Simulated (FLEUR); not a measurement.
# Ba (Im-3m) in FLEUR: a series of runs, part 4 of 4

FLEUR MaX-R8.1 (later development tree).

## (11) Band structure, PBEsol, spin-orbit coupling, no magnetisation

inp.xml reads:

```xml
<?xml version="1.0" encoding="UTF-8" standalone="no"?>
<fleurInput fleurInputVersion="0.39">
   <comment>
      Ba                                                                                                  
   </comment>
   <calculationSetup>
      <cutoffs Kmax="4.1" Gmax="12.7" GmaxXC="12.7" numbands="all"/>
      <scfLoop itmax="60" minDistance="0.00001" maxIterBroyd="15" imix="Anderson" alpha="0.05" precondParam="0.0" spinf="2.0" sdNocoIR="T"/>
      <coreElectrons ctail="T" frcor="F" kcrel="0" coretail_lmax="0"/>
      <xcFunctional name="PBEs" relativisticCorrections="F"/>
      <magnetism jspins="1"/>
      <soc l_soc="T" theta="0.0" phi="0.0" spav="F"/>
      <expertModes spex="0" secvar="F"/>
      <geometryOptimization l_f="F" forcealpha="1.0" forcemix="BFGS" epsdisp="0.00001" epsforce="0.00001"/>
      <ldaU l_linMix="F" mixParam="0.05" spinf="1.0"/>
   </calculationSetup>
   <cell>
      <bzIntegration valenceElectrons="20.0" mode="hist" fermiSmearingEnergy="0.00183747">
         <kPointListSelection listName="default-1"/>
         <!-- k-points included here -->
         <xi:include xmlns:xi="http://www.w3.org/2001/XInclude" href="kpts.xml"> </xi:include>
      </bzIntegration>
      <!-- symmetry operations included here -->
      <xi:include xmlns:xi="http://www.w3.org/2001/XInclude" href="sym.xml"> </xi:include>
      <bulkLattice scale="1.0">
         <bravaisMatrix>
            <row-1>   -4.7365985313098999     4.7365985313098999     4.7365985313098999</row-1>
            <row-2>    4.7365985313098999    -4.7365985313098999     4.7365985313098999</row-2>
            <row-3>    4.7365985313098999     4.7365985313098999    -4.7365985313098999</row-3>
         </bravaisMatrix>
      </bulkLattice>
   </cell>
   <atomSpecies>
      <species name="Barium (Ba)" element="Ba" atomicNumber="56">
         <mtSphere radius="2.66" gridPoints="879" logIncrement="0.015"/>
         <atomicCutoffs lmax="11" lnonsphr="8"/>
         <electronConfig flipSpins="F">
            <coreConfig>(1s1/2) (2s1/2) (2p1/2) (2p3/2) (3s1/2) (3p1/2) (3p3/2) (4s1/2) (3d3/2) (3d5/2) (4p1/2) (4p3/2)</coreConfig>
            <valenceConfig>(5s1/2) (4d3/2) (4d5/2) (5p1/2) (5p3/2) (6s1/2)</valenceConfig>
         </electronConfig>
         <energyParameters s="6" p="5" d="4" f="4"/>
         <lo type="SCLO" l="0" n="5" eDeriv="0"/>
         <lo type="HELO" l="1" n="6" eDeriv="0"/>
         <lo type="HELO" l="1" n="6" eDeriv="1"/>
         <lo type="HELO" l="2" n="5" eDeriv="0"/>
         <lo type="HELO" l="2" n="5" eDeriv="1"/>
         <lo type="SCLO" l="3" n="4" eDeriv="2"/>
      </species>
   </atomSpecies>
   <atomGroups>
      <atomGroup species="Barium (Ba)">
         <relPos label="                   1">.0000000000 .0000000000 .0000000000</relPos>
         <force calculate="T" relaxXYZ="TTT"/>
      </atomGroup>
   </atomGroups>
   <output dos="F" band="F" slice="F">
      <checks vchk="F" cdinf="F"/>
      <bandDOS minEnergy="-.5*Htr" maxEnergy="0.5*Htr" sigma="0.015" storeEVData="T"/>
      <vacuumDOS vacdos="F" integ="F" star="F" nstars="0" locx1="0.0" locy1="0.0" locx2="0.0" locy2="0.0" nstm="0" tworkf="0.0"/>
      <unfoldingBand unfoldBand="F" supercellX="1" supercellY="1" supercellZ="1"/>
      <plotting iplot="0" polar="F">
         <plot TwoD="T" vec1="  1.0  0.0  0.0" vec2="  0.0  1.0  0.0" vec3="  0.0  0.0  1.0" zero="  0.0  0.0  0.0" file="plot"/>
      </plotting>
      <chargeDensitySlicing numkpt="0" minEigenval="0.0" maxEigenval="0.0" nnne="0" pallst="F"/>
      <specialOutput eonly="F"/>
      <moessbauerParams electricFieldGradient="T" isomerShift="T" coreHyperfine="T" valenceHyperfine="T"/>
      <magneticCircularDichroism mcd="F" energyLo="-10.0" energyUp="0.0"/>
   </output>
  <!-- We include the file relax.xml here to enable relaxations (see documentation) -->
  <xi:include xmlns:xi="http://www.w3.org/2001/XInclude" href="relax.xml"> <xi:fallback/> </xi:include>
</fleurInput>
```

crystal.txt reads:

```
Ba
&input cartesian=F /
-2.5065000000  2.5065000000  2.5065000000
2.5065000000  -2.5065000000  2.5065000000
2.5065000000  2.5065000000  -2.5065000000
1.8897261246
1.0 1.0 1.0

1
56 0.0000000000  0.0000000000  0.0000000000

&soc 0.0 0.0 /
&kpt div1=6 div2=6 div3=6 gamma=T /
```

inp.xml (bands) reads:

```
<?xml version="1.0" encoding="UTF-8" standalone="no"?>
<fleurInput fleurInputVersion="0.39">
   <comment>
      Ba                                                                                                  
   </comment>
   <calculationSetup>
      <cutoffs Kmax="4.1" Gmax="12.7" GmaxXC="12.7" numbands="all"/>
      <scfLoop itmax="60" minDistance="0.00001" maxIterBroyd="15" imix="Anderson" alpha="0.05" precondParam="0.0" spinf="2.0" sdNocoIR="T"/>
      <coreElectrons ctail="T" frcor="F" kcrel="0" coretail_lmax="0"/>
      <xcFunctional name="PBEs" relativisticCorrections="F"/>
      <magnetism jspins="1"/>
      <soc l_soc="T" theta="0.0" phi="0.0" spav="F"/>
      <expertModes spex="0" secvar="F"/>
      <geometryOptimization l_f="F" forcealpha="1.0" forcemix="BFGS" epsdisp="0.00001" epsforce="0.00001"/>
      <ldaU l_linMix="F" mixParam="0.05" spinf="1.0"/>
   </calculationSetup>
   <cell>
      <bzIntegration valenceElectrons="20.0" mode="hist" fermiSmearingEnergy="0.00183747">
         <kPointListSelection listName="path-1"/>
         <!-- k-points included here -->
         <xi:include xmlns:xi="http://www.w3.org/2001/XInclude" href="kpts.xml"> </xi:include>
      </bzIntegration>
      <!-- symmetry operations included here -->
      <xi:include xmlns:xi="http://www.w3.org/2001/XInclude" href="sym.xml"> </xi:include>
      <bulkLattice scale="1.0">
         <bravaisMatrix>
            <row-1>   -4.7365985313098999     4.7365985313098999     4.7365985313098999</row-1>
            <row-2>    4.7365985313098999    -4.7365985313098999     4.7365985313098999</row-2>
            <row-3>    4.7365985313098999     4.7365985313098999    -4.7365985313098999</row-3>
         </bravaisMatrix>
      </bulkLattice>
   </cell>
   <atomSpecies>
      <species name="Barium (Ba)" element="Ba" atomicNumber="56">
         <mtSphere radius="2.66" gridPoints="879" logIncrement="0.015"/>
         <atomicCutoffs lmax="11" lnonsphr="8"/>
         <electronConfig flipSpins="F">
            <coreConfig>(1s1/2) (2s1/2) (2p1/2) (2p3/2) (3s1/2) (3p1/2) (3p3/2) (4s1/2) (3d3/2) (3d5/2) (4p1/2) (4p3/2)</coreConfig>
            <valenceConfig>(5s1/2) (4d3/2) (4d5/2) (5p1/2) (5p3/2) (6s1/2)</valenceConfig>
         </electronConfig>
         <energyParameters s="6" p="5" d="4" f="4"/>
         <lo type="SCLO" l="0" n="5" eDeriv="0"/>
         <lo type="HELO" l="1" n="6" eDeriv="0"/>
         <lo type="HELO" l="1" n="6" eDeriv="1"/>
         <lo type="HELO" l="2" n="5" eDeriv="0"/>
         <lo type="HELO" l="2" n="5" eDeriv="1"/>
         <lo type="SCLO" l="3" n="4" eDeriv="2"/>
      </species>
   </atomSpecies>
   <atomGroups>
      <atomGroup species="Barium (Ba)">
         <relPos label="                   1">.0000000000 .0000000000 .0000000000</relPos>
         <force calculate="T" relaxXYZ="TTT"/>
      </atomGroup>
   </atomGroups>
   <output dos="F" band="T" slice="F">
      <checks vchk="F" cdinf="F"/>
      <bandDOS minEnergy="-.5*Htr" maxEnergy="0.5*Htr" sigma="0.015" storeEVData="T"/>
      <vacuumDOS vacdos="F" integ="F" star="F" nstars="0" locx1="0.0" locy1="0.0" locx2="0.0" locy2="0.0" nstm="0" tworkf="0.0"/>
      <unfoldingBand unfoldBand="F" supercellX="1" supercellY="1" supercellZ="1"/>
      <plotting iplot="0" polar="F">
         <plot TwoD="T" vec1="  1.0  0.0  0.0" vec2="  0.0  1.0  0.0" vec3="  0.0  0.0  1.0" zero="  0.0  0.0  0.0" file="plot"/>
      </plotting>
      <chargeDensitySlicing numkpt="0" minEigenval="0.0" maxEigenval="0.0" nnne="0" pallst="F"/>
      <specialOutput eonly="F"/>
      <moessbauerParams electricFieldGradient="T" isomerShift="T" coreHyperfine="T" valenceHyperfine="T"/>
      <magneticCircularDichroism mcd="F" energyLo="-10.0" energyUp="0.0"/>
   </output>
  <!-- We include the file relax.xml here to enable relaxations (see documentation) -->
  <xi:include xmlns:xi="http://www.w3.org/2001/XInclude" href="relax.xml"> <xi:fallback/> </xi:include>
</fleurInput>
```

Potentials or basis: all-electron, FLAPW.

Run with:

```
> inpgen -f crystal.txt -profile fastHighL
> # inp.xml edited to the form shown
> fleur_MPI
> fleur_MPI   # second run, on inp.xml (bands)
```

Log:

```text
Welcome to FLEUR        (www.flapw.de)
      MaX-Release 8.1          (www.max-centre.eu)

 ========== k-point set info ==========
 Selected k-point list: default-1
 k-point list type: mesh
 6 x 6 x 6
 Number of k points: 36

 ------------Calculation Setup---------------------------
 Number of MPI-tasks      :            1
 Number of PE/node        :            1
 Number of OMP-threads    :            1
 Most efficient MPI parallelization for:
           1           2           3           4           6           9          12          18          36
 Additional eigenvalue parallelization possible
 Number of basis functions:          573
 Approximate size of matrices (H+S) per k-point:         0.005 GB
 --------------------------------------------------------
 Iteration:     1   Distance:       2.76987738 me/bohr^3
 Iteration:     2   Distance:       2.61295051 me/bohr^3
 Iteration:     3   Distance:       0.45350093 me/bohr^3
 Iteration:     4   Distance:       0.04104147 me/bohr^3
 Iteration:     5   Distance:       0.03628134 me/bohr^3
 Iteration:     6   Distance:       0.00666344 me/bohr^3
 Iteration:     7   Distance:       0.00098981 me/bohr^3
 Iteration:     8   Distance:       0.00095975 me/bohr^3
 Iteration:     9   Distance:       0.00007389 me/bohr^3
 Iteration:    10   Distance:       0.00001899 me/bohr^3
 Iteration:    11   Distance:       0.00000457 me/bohr^3

 ********************************************************************
 Run finished successfully
 Stop message:
   all done
 ********************************************************************
```

output (bands):

```text
Welcome to FLEUR        (www.flapw.de)
      MaX-Release 8.1          (www.max-centre.eu)

 ========== k-point set info ==========
 Selected k-point list: path-1
 k-point list type: path
 Number of k points: 60

 ------------Calculation Setup---------------------------
 Number of MPI-tasks      :            1
 Number of PE/node        :            1
 Number of OMP-threads    :            1
 Most efficient MPI parallelization for:
           1           2           3           4           5           6          10          12          15          20          30          60
 Additional eigenvalue parallelization possible
 Number of basis functions:          573
 Approximate size of matrices (H+S) per k-point:         0.005 GB
 --------------------------------------------------------
 Fermi energy correction for metals:
 Fermi energy in bands.* files may not be consistent with last density.
 Please correct it manually (e.g. in band.gnu file).

 Note: Band structure data (together with different weights) is also stored in the banddos.hdf file.
       A convenient way of extracting and plotting the data from that file is by making use of the

 ********************************************************************
 Run finished successfully
 Stop message:
   Charge density postprocessing done.
 ********************************************************************
```

out.xml (last iteration):

```text
<iteration numberForCurrentRun="   11" overallNumber="   11">
         <energyParameters units="Htr">
            <atomicEP atomType="1" spin="1" branch="6s" branchLowest="-0.68" branchHighest="3.02" value="0.0968374307"/>
            <atomicEP atomType="1" spin="1" branch="5p" branchLowest="-6.26" branchHighest="0.03" value="-0.3115540621"/>
            <atomicEP atomType="1" spin="1" branch="4d" branchLowest="-27.69" branchHighest="-2.91" value="-2.8716082145"/>
            <atomicEP atomType="1" spin="1" branch="4f" branchLowest="-9.99" branchHighest="0.56" value="0.3566520085"/>
            <loAtomicEP atomType="1" spin="1" branch="5s" branchLowest="-8.56" branchHighest="-0.68" value="-0.8645524769"/>
            <heloAtomicEP atomType="1" spin="1" branch="6p" branchLowest="2.45" branchHighest="2.45" value="2.4467131672"/>
            <heloAtomicEP atomType="1" spin="1" branch="6p" branchLowest="2.45" branchHighest="2.45" value="2.4467131672"/>
            <heloAtomicEP atomType="1" spin="1" branch="5d" branchLowest="0.82" branchHighest="0.82" value="0.8234238426"/>
            <heloAtomicEP atomType="1" spin="1" branch="5d" branchLowest="0.82" branchHighest="0.82" value="0.8234238426"/>
            <loAtomicEP atomType="1" spin="1" branch="4f" branchLowest="-9.99" branchHighest="0.56" value="0.3562300687"/>
         </energyParameters>
         <eigenvalues>
            <eigenvaluesAt spin="1" ikpt="1" k_x="0.00000000" k_y="0.00000000" k_z="0.00000000">
                      -2.9670329269       -2.9670329269       -2.9670329269       -2.9670329269       -2.8713343226
                      -2.8713343226       -2.8712083017       -2.8712083017       -2.8712083017       -2.8712083017
                      -0.8609321519       -0.8609321519       -0.3585436205       -0.3585436205       -0.2835392025
                      -0.2835392025       -0.2835392025       -0.2835392025        0.0978232390        0.0978232390
                       0.2650957091        0.2650957091        0.2650957091        0.2650957091        0.2681775046
                       0.2681775046        0.3189918972        0.3189918972        0.3189918972        0.3189918972
[... 633 lines left out ...]
                      11.5618234463       11.5924997875       11.5924997875       14.0161050590       14.0161050590
                      15.5076394028       15.5076394028       15.5820465696       15.5820465696       16.0172517342
                      16.0172517342
            </eigenvaluesAt>
[... 242 lines left out ...]
               <shell n="2" l="0" isomerShift="34956.12083"/>
               <shell n="2" l="1" isomerShift="1092.62584"/>
               <shell n="3" l="0" isomerShift="7123.78534"/>
               <shell n="3" l="1" isomerShift="243.33403"/>
               <shell n="4" l="0" isomerShift="1611.61690"/>
               <shell n="3" l="2" isomerShift="0.00006"/>
               <shell n="4" l="1" isomerShift="52.48375"/>
            </coreIsomerShift>
            <isomerShift atomType="1" nucleusRadius="0.0001219" averageDensity="329867.70401"/>
            <electricFieldGradient atomType="1" VXX="0.00000" VYY="0.00000" VZZ="0.00000" asymParam="0.00000">
            </electricFieldGradient>
         </moessbauerParams>
         <totalEnergy                                    value="    -8136.1844995207" units="Htr">
            <sumOfEigenvalues                            value="    -5012.3869261396">
               <coreElectrons value="-4980.0201783190"/>
               <valenceElectrons value="-32.3667478206"/>
            </sumOfEigenvalues>
            <densityCoulombPotentialIntegral value="-13440.2658671891"/>
            <densityEffectivePotentialIntegral value="-13696.8718084249"/>
            <chargeDenXCDenIntegral value="-195.0848548105"/>
            <FockExchangeEnergyValence value="0.0000000000"/>
            <FockExchangeEnergyCore value="0.0000000000"/>
            <atomTypeDependentContributions atomType="1">
               <electronNucleiInteractionDifferentMTs value="9876.8149620696"/>
               <MadelungTerm value="-28.6366313314"/>
            </atomTypeDependentContributions>
            <tkbTimesEntropy value="0.0005202155"/>
            <freeEnergy value="-8136.1850197362"/>
            <extrapolationTo0K value="-8136.1847596285"/>
         </totalEnergy>
         <densityConvergence units="me/bohr^3">
            <chargeDensity spin="1" distance="0.0000045732"/>
         </densityConvergence>
      </iteration>
```

Wall time 23 min (1 thread of Arm Neoverse V2, shared host); peak memory 0.51 GiB.

Results:

```yaml
Free_energy: -221396.8731 eV
Band_gap_along_the_path: none (metal or under the smearing width)
Valence_electrons_inside_the_program's_atomic_spheres: Ba 17.36 (radii Ba 2.66 bohr)
```

Levels at the corners of the path, in eV from the Fermi level:
```tsv
point	band 18	band 19	band 20	band 21	band 22	band 23
Γ	-13.16	-2.78	-2.78	1.77	1.77	1.77
H	-13.52	-0.55	-0.55	-0.55	-0.55	3.71
N	-13.23	-0.92	-0.92	0.66	0.66	1.22
Γ	-13.16	-2.78	-2.78	1.77	1.77	1.77
P	-13.42	0.38	0.38	0.56	0.56	0.56
H	-13.52	-0.55	-0.55	-0.55	-0.55	3.71
P	-13.42	0.38	0.38	0.56	0.56	0.56
N	-13.23	-0.92	-0.92	0.66	0.66	1.22
```

Core levels (eV from the Fermi level):
| atom | levels |
| --- | --- |
| 1 Ba | 1s1/2 -37207.9, 2s1/2 -5875.2, 2p1/2 -5534.6, 2p3/2 -5153.1, 3s1/2 -1236.2, 3p1/2 -1093.2, 3p3/2 -1019.5, 4s1/2 -238.5, 3d3/2 -768.5, 3d5/2 -752.8, 4p1/2 -186.5, 4p3/2 -171.1 |
